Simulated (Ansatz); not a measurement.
# TiTe2: the cell at several levels of theory, part 2 of 2

Ansatz 0.2.0, plane waves. Earlier steps stand in the parts before.

**3. Relaxation with r2SCAN+rVV10**

The cell of step 2 is the starting point.

input.yaml reads:

```yaml
crystal:
  lattice:
    - [3.7179746367, 0.0, 0.0]
    - [-1.8589873183, 3.219860486, 0.0]
    - [0.0, 0.0, 6.3241293008]
  atoms:
    - { symbol: Ti, position: [0.0, 0.0, 0.0] }
    - { symbol: Te, position: [0.3333333333, 0.6666666667, 0.2705594854] }
    - { symbol: Te, position: [0.6666666667, 0.3333333333, 0.7294405146] }
kpoints:
  mp_grid: { grid: [12, 12, 4] }
hamiltonian:
  xc: r2scan
  dispersion: rvv10
scf:
  occupations: { method: fermi_dirac, width: 0.02 }
relax:
  f_tol: 0.005
  cell: {}
```

Started as:

```bash
$ ansatz run input.yaml --threads 4 --pin off --max-ram 7372MiB --backend cpu --events-out ev --progress --plain --runs-dir out
```

The program printed:

```text
Warning: RAYON_NUM_THREADS=4 ignored (pool sized by the plan → 4); use --threads N
Engine: ansatz 0.2.0, x86_64-unknown-linux-gnu
Pseudopotentials: kind: paw
Pseudopotential: Ti, paw, valence charge 12, recommended cutoff 500 eV (meta_gga), Ti.paw.azcp
Pseudopotential: Te, paw, valence charge 16, recommended cutoff 500 eV (meta_gga), Te.paw.azcp
Functional definition: r2SCAN+rVV10
  parameter k0 = 0.174
  parameter k1 = 0.065
  parameter a1 = 4.9479
  exchange = r2scan_x(k0 = k0, k1 = k1, a1 = a1)
  correlation = r2scan_c + rvv10(11.95, 0.0093)
Crystal: 3 atoms, lattice volume = 75.708 Å³
Basis set: ecut = 500 eV, 1931 PW (Γ), exchange–correlation on 128×128×216 points (64 copies of the dense FFT grid, shifted against one another)
Bands: 27, of which v1, the nominal top of the filled ones, is band 22 counted from 1 (21 counted from 0)
Symmetry: 12 space group operations
Space group: P-3m1 (ITA 164), of the structure as read, at distance tolerance 4.2e-5 Å
k-points: 69 of 576
Non-local potential: Ti, projectors of the file, l = 0: 3, l = 1: 2, l = 2: 3, l = 3: 1
Non-local potential: Te, projectors of the file, l = 0: 2, l = 1: 2, l = 2: 2, l = 3: 2
PAW form: soft (Blöchl's): semilocal exchange-correlation on the pseudo side does not see the compensation charge
rVV10 density: all electrons in the spheres
PAW frozen core: Ti, regenerated for the run's functional (the file was generated under x = pbe(κ = 0.804, μ = 0.2195149727645171), c = pbe(β = 0.06672455060314922))
PAW frozen core: Te, regenerated for the run's functional (the file was generated under x = pbe(κ = 0.804, μ = 0.2195149727645171), c = pbe(β = 0.06672455060314922))
PAW one-centre angular grid: Ti, 590 points (default); XC on 160 Gauss nodes
PAW one-centre angular grid: Te, 590 points (default); XC on 160 Gauss nodes
Initial density: superposition of atomic densities (neutral atoms: chi_scale 0, normalization atom), corrected by the library's trained network
Initial wavefunctions: pseudopotential atomic-orbital guess
Functional: x = r2scan, c = r2scan + rvv10(b = 11.95, C = 0.0093); τ floored in thin density (d = 2e-4 eV/Å³)
SCF iter   1: F=—  HF=-16491.746483 eV  |F-HF|=—  |Δ(HF+E_count)|=         —  Δρ=2.15e-2  dr2=7.31e-1  dr2_τ=2.15e-2  ethr=1.77e-3  ⟨swp⟩=6.2  Hψ=8548  notcnv=0
preconditioner: auto → Kerker (q_TF=auto, 2.492 Å⁻¹)  [metal: Δε(μ)=0.031 eV  Ē_g=7.145 eV  σ=0.020 eV  W_gap=0.36  n_scr=22 (ndim 8)  ℏωp=17.1 eV  f_vac=0.007  D(μ)=0.69/eV (n_scr^D=2)]
SCF iter   2: F=—  HF=-16491.728543 eV  |F-HF|=—  |Δ(HF+E_count)|=   1.79e-2  Δρ=9.52e-3  dr2=8.11e-2  dr2_τ=1.77e-2  ethr=1.66e-3  ⟨swp⟩=2.9  Hψ=2934  notcnv=0  defer=30
SCF iter   3: F=—  HF=-16491.726020 eV  |F-HF|=—  |Δ(HF+E_count)|=   2.52e-3  Δρ=2.46e-3  dr2=7.92e-3  dr2_τ=2.29e-4  ethr=1.84e-4  ⟨swp⟩=2.5  Hψ=2387  notcnv=0  defer=30
SCF iter   4: F=—  HF=-16491.728093 eV  |F-HF|=—  |Δ(HF+E_count)|=   2.07e-3  Δρ=1.05e-3  dr2=1.43e-3  dr2_τ=3.65e-5  ethr=1.80e-5  ⟨swp⟩=2.2  Hψ=2983  notcnv=0  defer=30
SCF iter   5: F=—  HF=-16491.727983 eV  |F-HF|=—  |Δ(HF+E_count)|=   1.10e-4  Δρ=2.03e-4  dr2=1.14e-4  dr2_τ=2.19e-6  ethr=3.25e-6  ⟨swp⟩=2.0  Hψ=2100  notcnv=0  defer=30
SCF iter   6: F=—  HF=-16491.727996 eV  |F-HF|=—  |Δ(HF+E_count)|=   1.30e-5  Δρ=1.74e-4  dr2=8.95e-5  dr2_τ=7.79e-7  ethr=2.58e-7  ⟨swp⟩=2.0  Hψ=2239  notcnv=0  defer=30
SCF iter   7: F=—  HF=-16491.727992 eV  |F-HF|=—  |Δ(HF+E_count)|=   3.90e-6  Δρ=3.12e-5  dr2=1.53e-6  dr2_τ=8.17e-8  ethr=2.03e-7  ⟨swp⟩=2.0  Hψ=2020  notcnv=0  defer=30
SCF iter   8: F=—  HF=-16491.727992 eV  |F-HF|=—  |Δ(HF+E_count)|=   3.13e-8  Δρ=8.45e-6  dr2=1.06e-7  dr2_τ=2.47e-9  ethr=3.49e-9  ⟨swp⟩=2.1  Hψ=2382  notcnv=0  defer=30
SCF iter   9: F=-16491.727992 eV  HF=-16491.727992 eV  |F-HF|=6.62e-8  |Δ(HF+E_count)|=   1.02e-8  Δρ=6.96e-6  dr2=8.09e-8  dr2_τ=1.42e-9  ethr=2.27e-10  ⟨swp⟩=4.1  Hψ=5729  notcnv=0
SCF 1 converged in 9 iterations: F = -16491.727992 eV  dr2 = 8.09e-8
relax step   1: F+E_penalty+E_count = -16491.72799221 eV  Δ(F+E_penalty+E_count) = +0.000e0 eV  max|allowed force component| = 1.600e-1 eV/Å  Δτ_max = 0.0000 Å  P = +2.571 GPa  Ω = 75.708 Å³  (9 SCF iters, dr2 threshold 1.00e-7 eV, accepted)
Crystal: 3 atoms, lattice volume = 86.542 Å³
Basis set: ecut = 500 eV, 2191 PW (Γ), exchange–correlation on 128×128×216 points (64 copies of the dense FFT grid, shifted against one another)
rVV10 density: all electrons in the spheres
Initial density: handed on by an earlier stage of this run
Initial wavefunctions: those handed on with the density
iter 1 solved again at ethr=9.97e-4 eV; its pass at ethr=3.10e-3 eV (dr2=4.39e-1 eV) is discarded
SCF iter   1: F=—  HF=-16490.358110 eV  |F-HF|=—  |Δ(HF+E_count)|=         —  Δρ=1.27e-2  dr2=4.43e-1  dr2_τ=8.65e-1  ethr=9.97e-4  ⟨swp⟩=1.0  Hψ=11586  notcnv=0
preconditioner: auto → LDOS  [metal: Δε(μ)=0.030 eV  Ē_g=6.550 eV  σ=0.020 eV  W_gap=0.36  n_scr=22 (ndim 8)  ℏωp=16.0 eV  f_vac=0.065  D(μ)=1.04/eV (n_scr^D=2)  β→1.0]
SCF iter   2: F=—  HF=-16491.739242 eV  |F-HF|=—  |Δ(HF+E_count)|=    1.38e0  Δρ=1.19e-2  dr2=3.41e-1  dr2_τ=1.19e-2  ethr=9.97e-4  ⟨swp⟩=3.1  Hψ=3843  notcnv=0
SCF iter   3: F=—  HF=-16491.705669 eV  |F-HF|=—  |Δ(HF+E_count)|=   3.36e-2  Δρ=5.25e-3  dr2=5.72e-2  dr2_τ=9.81e-4  ethr=7.75e-4  ⟨swp⟩=2.7  Hψ=2754  notcnv=0  defer=5
SCF iter   4: F=—  HF=-16491.700047 eV  |F-HF|=—  |Δ(HF+E_count)|=   5.62e-3  Δρ=1.72e-3  dr2=3.73e-3  dr2_τ=3.07e-4  ethr=1.30e-4  ⟨swp⟩=2.5  Hψ=2635  notcnv=0  defer=7
SCF iter   5: F=—  HF=-16491.699792 eV  |F-HF|=—  |Δ(HF+E_count)|=   2.56e-4  Δρ=6.80e-4  dr2=1.05e-3  dr2_τ=7.31e-6  ethr=8.48e-6  ⟨swp⟩=2.1  Hψ=2610  notcnv=0  defer=6
SCF iter   6: F=—  HF=-16491.699638 eV  |F-HF|=—  |Δ(HF+E_count)|=   1.53e-4  Δρ=1.91e-4  dr2=6.11e-5  dr2_τ=8.97e-7  ethr=2.38e-6  ⟨swp⟩=2.1  Hψ=2241  notcnv=0  defer=6
SCF iter   7: F=—  HF=-16491.699633 eV  |F-HF|=—  |Δ(HF+E_count)|=   5.04e-6  Δρ=3.18e-5  dr2=1.29e-6  dr2_τ=2.79e-8  ethr=1.39e-7  ⟨swp⟩=1.7  Hψ=1984  notcnv=0  defer=6
SCF iter   8: F=-16491.699633 eV  HF=-16491.699633 eV  |F-HF|=5.42e-9  |Δ(HF+E_count)|=   5.59e-8  Δρ=4.92e-6  dr2=1.55e-8  dr2_τ=6.34e-10  ethr=6.82e-10  ⟨swp⟩=5.1  Hψ=6631  notcnv=0
SCF 2 converged in 8 iterations: F = -16491.699633 eV  dr2 = 1.55e-8
relax step   2: F+E_penalty+E_count = -16491.69963321 eV  Δ(F+E_penalty+E_count) = +2.836e-2 eV  max|allowed force component| = 6.550e-1 eV/Å  Δτ_max = 0.1943 Å  P = +0.419 GPa  Ω = 86.542 Å³  energy of the carried Pulay correction = -2.371e-3 eV  (8 SCF iters, dr2 threshold 3.00e-7 eV, rejected (line search))
Crystal: 3 atoms, lattice volume = 81.177 Å³
Basis set: ecut = 500 eV, 2033 PW (Γ), exchange–correlation on 128×128×216 points (64 copies of the dense FFT grid, shifted against one another)
rVV10 density: all electrons in the spheres
iter 1 solved again at ethr=6.29e-4 eV; its pass at ethr=3.10e-3 eV (dr2=2.77e-1 eV) is discarded
SCF iter   1: F=—  HF=-16491.687251 eV  |F-HF|=—  |Δ(HF+E_count)|=         —  Δρ=1.02e-2  dr2=2.79e-1  dr2_τ=3.63e-1  ethr=6.29e-4  ⟨swp⟩=1.0  Hψ=9758  notcnv=0
preconditioner: auto → Kerker (q_TF=auto, 2.464 Å⁻¹)  [metal: Δε(μ)=0.011 eV  Ē_g=6.500 eV  σ=0.020 eV  W_gap=0.13  n_scr=22 (ndim 8)  ℏωp=16.5 eV  f_vac=0.010  D(μ)=1.36/eV (n_scr^D=2)]
SCF iter   2: F=—  HF=-16491.785474 eV  |F-HF|=—  |Δ(HF+E_count)|=   9.82e-2  Δρ=9.15e-3  dr2=8.62e-2  dr2_τ=6.79e-3  ethr=6.29e-4  ⟨swp⟩=2.4  Hψ=2812  notcnv=0
SCF iter   3: F=—  HF=-16491.777907 eV  |F-HF|=—  |Δ(HF+E_count)|=   7.57e-3  Δρ=3.48e-3  dr2=2.38e-2  dr2_τ=1.56e-4  ethr=1.96e-4  ⟨swp⟩=2.2  Hψ=2298  notcnv=0
SCF iter   4: F=—  HF=-16491.776280 eV  |F-HF|=—  |Δ(HF+E_count)|=   1.63e-3  Δρ=1.61e-3  dr2=9.16e-3  dr2_τ=1.43e-4  ethr=5.41e-5  ⟨swp⟩=2.2  Hψ=2671  notcnv=0
SCF iter   5: F=—  HF=-16491.775483 eV  |F-HF|=—  |Δ(HF+E_count)|=   7.97e-4  Δρ=5.69e-4  dr2=1.04e-3  dr2_τ=6.57e-6  ethr=2.08e-5  ⟨swp⟩=2.0  Hψ=2398  notcnv=0
SCF iter   6: F=—  HF=-16491.775438 eV  |F-HF|=—  |Δ(HF+E_count)|=   4.54e-5  Δρ=2.41e-4  dr2=9.40e-5  dr2_τ=1.36e-6  ethr=2.36e-6  ⟨swp⟩=2.0  Hψ=2264  notcnv=0
SCF iter   7: F=—  HF=-16491.775431 eV  |F-HF|=—  |Δ(HF+E_count)|=   6.15e-6  Δρ=5.07e-5  dr2=2.90e-6  dr2_τ=4.59e-8  ethr=2.14e-7  ⟨swp⟩=3.0  Hψ=3402  notcnv=0
SCF iter   8: F=—  HF=-16491.775431 eV  |F-HF|=—  |Δ(HF+E_count)|=   5.75e-7  Δρ=1.58e-5  dr2=3.48e-7  dr2_τ=6.23e-9  ethr=6.59e-9  ⟨swp⟩=2.0  Hψ=2411  notcnv=0
SCF iter   9: F=—  HF=-16491.775431 eV  |F-HF|=—  |Δ(HF+E_count)|=   7.22e-8  Δρ=6.14e-6  dr2=4.87e-8  dr2_τ=7.60e-10  ethr=7.91e-10  ⟨swp⟩=3.0  Hψ=3195  notcnv=0
SCF iter  10: F=—  HF=-16491.775431 eV  |F-HF|=—  |Δ(HF+E_count)|=   6.15e-9  Δρ=2.03e-6  dr2=4.38e-9  dr2_τ=1.90e-10  ethr=1.11e-10  ⟨swp⟩=2.0  Hψ=3307  notcnv=0
SCF iter  11: F=—  HF=-16491.775431 eV  |F-HF|=—  |Δ(HF+E_count)|=  9.06e-10  Δρ=7.69e-7  dr2=6.86e-10  dr2_τ=1.66e-11  ethr=9.94e-12  ⟨swp⟩=3.0  Hψ=3312  notcnv=0
SCF iter  12: F=—  HF=-16491.775431 eV  |F-HF|=—  |Δ(HF+E_count)|=  2.36e-10  Δρ=6.23e-7  dr2=6.85e-10  dr2_τ=1.94e-11  ethr=1.56e-12  ⟨swp⟩=2.0  Hψ=2334  notcnv=0
SCF iter  13: F=—  HF=-16491.775431 eV  |F-HF|=—  |Δ(HF+E_count)|=  3.64e-11  Δρ=3.03e-7  dr2=1.63e-10  dr2_τ=8.50e-13  ethr=1.56e-12  ⟨swp⟩=1.0  Hψ=1863  notcnv=0
SCF iter  14: F=-16491.775431 eV  HF=-16491.775431 eV  |F-HF|=2.18e-11  |Δ(HF+E_count)|=    0.00e0  Δρ=4.86e-8  dr2=5.09e-12  dr2_τ=2.42e-14  ethr=1.00e-12  ⟨swp⟩=5.1  Hψ=7968  notcnv=0
SCF 3 converged in 14 iterations: F = -16491.775431 eV  dr2 = 5.09e-12
relax step   3: F+E_penalty+E_count = -16491.77543097 eV  Δ(F+E_penalty+E_count) = -4.744e-2 eV  max|allowed force component| = 1.461e-1 eV/Å  Δτ_max = 0.0558 Å  P = -0.504 GPa  Ω = 81.177 Å³  energy of the carried Pulay correction = -1.238e-3 eV  (14 SCF iters, accepted)
Crystal: 3 atoms, lattice volume = 81.272 Å³
Basis set: ecut = 500 eV, 2027 PW (Γ), exchange–correlation on 128×128×216 points (64 copies of the dense FFT grid, shifted against one another)
rVV10 density: all electrons in the spheres
iter 1 solved again at ethr=3.27e-6 eV; its pass at ethr=3.10e-3 eV (dr2=1.44e-3 eV) is discarded
SCF iter   1: F=—  HF=-16491.773281 eV  |F-HF|=—  |Δ(HF+E_count)|=         —  Δρ=1.22e-3  dr2=1.54e-3  dr2_τ=7.47e-3  ethr=3.27e-6  ⟨swp⟩=2.0  Hψ=10074  notcnv=0
preconditioner: auto → LDOS  [metal: Δε(μ)=0.036 eV  Ē_g=6.587 eV  σ=0.020 eV  W_gap=0.40  n_scr=22 (ndim 8)  ℏωp=16.5 eV  f_vac=0.016  D(μ)=1.27/eV (n_scr^D=2)  β→1.0]
SCF iter   2: F=—  HF=-16491.779265 eV  |F-HF|=—  |Δ(HF+E_count)|=   5.98e-3  Δρ=8.87e-4  dr2=8.14e-4  dr2_τ=5.79e-5  ethr=3.27e-6  ⟨swp⟩=2.0  Hψ=3657  notcnv=0
SCF iter   3: F=—  HF=-16491.779140 eV  |F-HF|=—  |Δ(HF+E_count)|=   1.25e-4  Δρ=2.05e-4  dr2=3.85e-5  dr2_τ=1.78e-6  ethr=1.85e-6  ⟨swp⟩=3.0  Hψ=3669  notcnv=0
SCF iter   4: F=—  HF=-16491.779140 eV  |F-HF|=—  |Δ(HF+E_count)|=   3.05e-7  Δρ=3.81e-5  dr2=1.34e-6  dr2_τ=7.43e-8  ethr=8.74e-8  ⟨swp⟩=2.8  Hψ=3308  notcnv=0
SCF iter   5: F=—  HF=-16491.779140 eV  |F-HF|=—  |Δ(HF+E_count)|=   3.81e-7  Δρ=1.65e-5  dr2=7.91e-7  dr2_τ=2.07e-8  ethr=6.82e-10  ⟨swp⟩=5.4  Hψ=6365  notcnv=0
SCF iter   6: F=-16491.779140 eV  HF=-16491.779140 eV  |F-HF|=4.69e-9  |Δ(HF+E_count)|=   7.48e-8  Δρ=3.96e-6  dr2=1.65e-8  dr2_τ=3.80e-10  ethr=6.82e-10  ⟨swp⟩=3.2  Hψ=6324  notcnv=0
SCF 4 converged in 6 iterations: F = -16491.779140 eV  dr2 = 1.65e-8
relax step   4: F+E_penalty+E_count = -16491.77914022 eV  Δ(F+E_penalty+E_count) = -3.709e-3 eV  max|allowed force component| = 3.328e-3 eV/Å  Δτ_max = 0.0193 Å  P = +0.065 GPa  Ω = 81.272 Å³  energy of the carried Pulay correction = -1.258e-3 eV  (6 SCF iters, dr2 threshold 3.00e-7 eV, accepted)
Crystal: 3 atoms, lattice volume = 81.446 Å³
rVV10 density: all electrons in the spheres
iter 1 solved again at ethr=4.75e-7 eV; its pass at ethr=3.10e-3 eV (dr2=2.09e-4 eV) is discarded
SCF iter   1: F=—  HF=-16491.778919 eV  |F-HF|=—  |Δ(HF+E_count)|=         —  Δρ=3.28e-4  dr2=1.90e-4  dr2_τ=5.06e-4  ethr=4.75e-7  ⟨swp⟩=2.0  Hψ=9492  notcnv=0
preconditioner: auto → LDOS  [insulator: Δε(μ)=0.059 eV  Ē_g=6.599 eV  σ=0.020 eV  W_gap=0.56  n_scr=22 (ndim 8)  ℏωp=16.5 eV  f_vac=0.017  D(μ)=1.14/eV (n_scr^D=2)  ε∞_Penn≈7.2  β→1.0]
SCF iter   2: F=—  HF=-16491.779468 eV  |F-HF|=—  |Δ(HF+E_count)|=   5.49e-4  Δρ=4.10e-4  dr2=5.54e-4  dr2_τ=9.05e-6  ethr=4.32e-7  ⟨swp⟩=2.1  Hψ=3480  notcnv=0  recentre
SCF iter   3: F=—  HF=-16491.779395 eV  |F-HF|=—  |Δ(HF+E_count)|=   7.35e-5  Δρ=1.03e-4  dr2=8.04e-6  dr2_τ=2.18e-7  ethr=4.32e-7  ⟨swp⟩=2.0  Hψ=3142  notcnv=0
SCF iter   4: F=—  HF=-16491.779395 eV  |F-HF|=—  |Δ(HF+E_count)|=   5.72e-8  Δρ=3.11e-5  dr2=7.79e-7  dr2_τ=6.25e-8  ethr=1.83e-8  ⟨swp⟩=2.0  Hψ=3309  notcnv=0
SCF iter   5: F=-16491.779394 eV  HF=-16491.779394 eV  |F-HF|=3.40e-8  |Δ(HF+E_count)|=   1.48e-7  Δρ=6.98e-6  dr2=6.80e-8  dr2_τ=3.12e-9  ethr=3.29e-10  ⟨swp⟩=5.1  Hψ=6259  notcnv=0
SCF 5 converged in 5 iterations: F = -16491.779394 eV  dr2 = 6.80e-8
relax step   5: F+E_penalty+E_count = -16491.77939436 eV  Δ(F+E_penalty+E_count) = -2.541e-4 eV  max|allowed force component| = 1.245e-2 eV/Å  Δτ_max = 0.0043 Å  P = +0.063 GPa  Ω = 81.446 Å³  energy of the carried Pulay correction = -1.297e-3 eV  (5 SCF iters, dr2 threshold 1.45e-7 eV, accepted)
Crystal: 3 atoms, lattice volume = 81.567 Å³
rVV10 density: all electrons in the spheres
iter 1 solved again at ethr=2.65e-7 eV; its pass at ethr=3.10e-3 eV (dr2=1.17e-4 eV) is discarded
SCF iter   1: F=—  HF=-16491.779315 eV  |F-HF|=—  |Δ(HF+E_count)|=         —  Δρ=2.32e-4  dr2=1.05e-4  dr2_τ=1.26e-4  ethr=2.65e-7  ⟨swp⟩=2.0  Hψ=9306  notcnv=0
automatic band count: iteration 1 solves 26 bands in place of 27: the levels show a gap, and the empty bands left out lie too high to hold charge; the band table lists the bands solved (type scf.n_extra_bands for more)
preconditioner: auto → LDOS  [insulator: Δε(μ)=0.075 eV  Ē_g=6.282 eV  σ=0.020 eV  W_gap=0.65  n_scr=22 (ndim 8)  ℏωp=16.4 eV  f_vac=0.017  D(μ)=1.11/eV (n_scr^D=2)  ε∞_Penn≈7.9  β→1.0]
SCF iter   2: F=—  HF=-16491.779495 eV  |F-HF|=—  |Δ(HF+E_count)|=   1.80e-4  Δρ=3.13e-4  dr2=3.00e-4  dr2_τ=6.06e-6  ethr=2.39e-7  ⟨swp⟩=2.0  Hψ=3250  notcnv=0  recentre
SCF iter   3: F=—  HF=-16491.779460 eV  |F-HF|=—  |Δ(HF+E_count)|=   3.53e-5  Δρ=6.75e-5  dr2=4.58e-6  dr2_τ=1.06e-7  ethr=2.39e-7  ⟨swp⟩=3.0  Hψ=3223  notcnv=0
SCF iter   4: F=—  HF=-16491.779459 eV  |F-HF|=—  |Δ(HF+E_count)|=   2.49e-7  Δρ=1.79e-5  dr2=2.34e-7  dr2_τ=2.31e-8  ethr=1.04e-8  ⟨swp⟩=2.3  Hψ=2928  notcnv=0
SCF iter   5: F=-16491.779459 eV  HF=-16491.779459 eV  |F-HF|=3.23e-8  |Δ(HF+E_count)|=   3.55e-9  Δρ=5.89e-6  dr2=5.50e-8  dr2_τ=1.52e-9  ethr=1.45e-10  ⟨swp⟩=5.0  Hψ=6513  notcnv=0
SCF 6 converged in 5 iterations: F = -16491.779459 eV  dr2 = 5.50e-8
relax step   6: F+E_penalty+E_count = -16491.77945944 eV  Δ(F+E_penalty+E_count) = -6.508e-5 eV  max|allowed force component| = 1.259e-4 eV/Å  Δτ_max = 0.0012 Å  P = -0.002 GPa  Ω = 81.567 Å³  energy of the carried Pulay correction = -1.323e-3 eV  (5 SCF iters, dr2 threshold 6.40e-8 eV, accepted)
rVV10 density: all electrons in the spheres
Initial wavefunctions: pseudopotential atomic-orbital guess (no wavefunctions were taken with the density)
iter 1 solved again at ethr=3.13e-7 eV; its pass at ethr=3.10e-3 eV (dr2=1.38e-4 eV) is discarded
SCF iter   1: F=—  HF=-16491.780986 eV  |F-HF|=—  |Δ(HF+E_count)|=         —  Δρ=1.34e-4  dr2=1.10e-6  dr2_τ=9.76e-6  ethr=3.13e-7  ⟨swp⟩=2.9  Hψ=12760  notcnv=0
preconditioner: auto → LDOS  [insulator: Δε(μ)=0.070 eV  Ē_g=6.595 eV  σ=0.020 eV  W_gap=0.63  n_scr=22 (ndim 8)  ℏωp=16.4 eV  f_vac=0.017  D(μ)=1.13/eV (n_scr^D=2)  ε∞_Penn≈7.2  β→1.0]
SCF iter   2: F=—  HF=-16491.781047 eV  |F-HF|=—  |Δ(HF+E_count)|=   6.14e-5  Δρ=2.54e-5  dr2=6.87e-7  dr2_τ=2.52e-8  ethr=2.50e-9  ⟨swp⟩=2.1  Hψ=3397  notcnv=0
SCF iter   3: F=—  HF=-16491.781047 eV  |F-HF|=—  |Δ(HF+E_count)|=   8.17e-8  Δρ=1.57e-5  dr2=4.95e-7  dr2_τ=2.21e-8  ethr=1.56e-9  ⟨swp⟩=2.8  Hψ=3253  notcnv=0
SCF iter   4: F=—  HF=-16491.781047 eV  |F-HF|=—  |Δ(HF+E_count)|=   3.27e-8  Δρ=6.22e-6  dr2=4.10e-8  dr2_τ=2.94e-10  ethr=1.12e-9  ⟨swp⟩=1.1  Hψ=1874  notcnv=0
SCF iter   5: F=—  HF=-16491.781047 eV  |F-HF|=—  |Δ(HF+E_count)|=   5.38e-9  Δρ=1.72e-6  dr2=3.28e-9  dr2_τ=3.40e-11  ethr=9.33e-11  ⟨swp⟩=2.5  Hψ=3142  notcnv=0
SCF iter   6: F=—  HF=-16491.781047 eV  |F-HF|=—  |Δ(HF+E_count)|=  2.00e-10  Δρ=2.89e-7  dr2=1.09e-10  dr2_τ=2.07e-12  ethr=7.45e-12  ⟨swp⟩=2.5  Hψ=3335  notcnv=0
SCF iter   7: F=-16491.781047 eV  HF=-16491.781047 eV  |F-HF|=1.46e-11  |Δ(HF+E_count)|=  1.82e-11  Δρ=3.71e-8  dr2=3.09e-12  dr2_τ=7.19e-14  ethr=1.00e-12  ⟨swp⟩=6.3  Hψ=7687  notcnv=0
SCF 7 converged in 7 iterations: F = -16491.781047 eV  dr2 = 3.09e-12
relax step   7: F+E_penalty+E_count = -16491.78104712 eV  Δ(F+E_penalty+E_count) = -1.588e-3 eV  max|allowed force component| = 1.183e-4 eV/Å  Δτ_max = 0.0000 Å  P = +0.010 GPa  Ω = 81.567 Å³  stress off target by 2.18e-2 GPa  SCF on the basis re-selected at this cell (its energy is not comparable with the rows above)  (7 SCF iters)
basis re-selected at this cell: Δ(F+E_penalty+E_count) = -1.588e-3 eV, ΔP = +0.012 GPa vs the last step (what re-selecting the basis moved, of the pressure what is left beyond the Pulay correction that the steps carried, after the strain that the cell walked since its last selection, with what the two solves' SCF thresholds leave and, on support functions, any second-order correction that the steps lacked; it is no measure of the basis error at this ecutwfc). This SCF's stress stands 2.18e-2 GPa from its target on what of the cell is left free (relax.cell.stress_tol is 5.00e-2 GPa) and its largest allowed force component is 1.18e-4 eV/Å (relax.f_tol is 5.00e-3 eV/Å): within both
SCF converged after 7 iterations
Free energy (F): -16491.781047 eV
Harris-Foulkes:  -16491.781047 eV  (|F-HF|=1.46e-11)
Internal energy: -16491.779490 eV  (E = F + TS)
E sigma→0 (E₀):  -16491.780269 eV
Entropy (-TS):   -0.001557 eV (-0.519 meV/atom)
Fermi energy:    10.037255 eV
--- Per-component energies (eV) ---
  E_band       = -717.628031
  E_kinetic    = 632.775972
  E_local      = -3526.843024  (includes V_loc(G=0)·N_el)
  E_nonlocal   = -612.977319
  E_hartree    = 2042.998842
  E_xc         = -319.269045
  E_vxc        = -355.826070  (∫ρ·V_xc dr)
  E_paw        = -10429.819396  (= ΣΔE_a)
  E_vpaw       = -963.314664  (= ΣTr[D̂ρ^β])
  E_aug_tail   = 0.000076  (compensation charges beyond the density's cutoff)
  E_vtau       = 22.559263  (kinetic-family band-sum trace: ∫τ·v_τ [+ j·A + Jᵃ·Aᵃ] dr)
  E_ewald      = -4278.961848
  E_core_change = 0.316254  (= ΣΔE_core)
  E_smearing   = -0.001557  (= −TS)
  E_closure    = 0.000000  (closes the sum)
  Σ components = -16491.781047   (vs F -16491.781047, Δ=0.00e0)
--- Forces (eV/Å), atoms counted from 1 ---
  atom   1  Ti     0.00000000     0.00000000     0.00000000
  atom   2  Te    -0.00000000     0.00000000    -0.00011826
  atom   3  Te     0.00000000    -0.00000000     0.00011826
  max |Σ_I F_I| component: 1.16e-18 eV/Å
--- Stress (GPa, compression-positive) ---
        0.004061       0.000000       0.000000
        0.000000       0.004061      -0.000000
       -0.000000      -0.000000       0.021847
  P = ⅓ Tr σ = 0.0100 GPa (0.100 kbar)
--- Relaxed structure (6 steps of the walk, 5 accepted, 1 SCFs on fresh bases) ---
  F+E_penalty+E_count = -16491.78104712 eV   max|allowed force component| = 1.183e-4 eV/Å   (the final SCF, on the basis selected at the relaxed cell)
  cell:  # Å, volume = 81.5675 Å³
    - [3.7908320728680955, -2.943328603673756e-11, 3.85052536036087e-18]
    - [-1.8954160364085577, 3.282956876599309, 3.8505253604644376e-18]
    - [6.549592892571375e-18, 1.1344227658825641e-17, 6.554162583514616]
  atoms:
    - { symbol: Ti, position: [-2.01150355359357e-34, -2.2430280204354758e-35, 1.0151225846186741e-35] }
    - { symbol: Te, position: [0.3333333333333333, 0.6666666666666665, 0.2578174229838186] }
    - { symbol: Te, position: [0.6666666666666665, 0.33333333333333326, 0.7421825770161814] }
```

Wall time 31 s (4 threads of AMD EPYC 7R43 (Zen 3), shared host); peak memory 0.83 GiB.

The path of the relaxation:

```csv
step,energy change (meV/atom),largest force (eV/Å),pressure (GPa),volume (Å³/atom)
1,0.0,0.1600,2.57,25.236
2*,9.5,0.6550,0.42,28.847
3,-15.8,0.1461,-0.50,27.059
4,-17.0,0.0033,0.06,27.091
5,-17.1,0.0124,0.06,27.149
6,-17.2,0.0001,0.00,27.189
7,-17.7,0.0001,0.01,27.189
```

A star marks a trial step that the optimiser took back.

Step 7 solves the same cell on a plane-wave basis chosen anew, so the energy can jump there without a move.

The table lists every geometry solved, with passes on a fresh basis, whose energies don't compare exactly with the rows above.

```
                       before   after   change
                a (Å)   3.718   3.791  +1.96 %
                c (Å)   6.324   6.554  +3.64 %
     volume (Å³/atom)  25.236  27.189  +7.74 %
shortest distance (Å)   2.745   2.765  +0.73 %
          space group   P-3m1   P-3m1     same
```

**4. The cells side by side**

What follows sums up all 2 parts.

| level | a (Å) | c (Å) | volume (Å³/atom) | space group | SCF geometries |
| --- | --- | --- | --- | --- | --- |
| PBE-D3(BJ) | 3.718 | 6.324 | 25.236 | P-3m1 | 9 |
| r2SCAN+rVV10 | 3.791 | 6.554 | 27.189 | P-3m1 | 7 |

What this shows: From the start to the first minimum the volume moved by -33.7 %. The volume runs from PBE-D3(BJ) (least) to r2SCAN+rVV10 (most), a spread of 7.7 %, or 2.5 % in length if all axes shared it alike. The meshes differ: PBE-D3(BJ) 6×6×4, r2SCAN+rVV10 12×12×4.
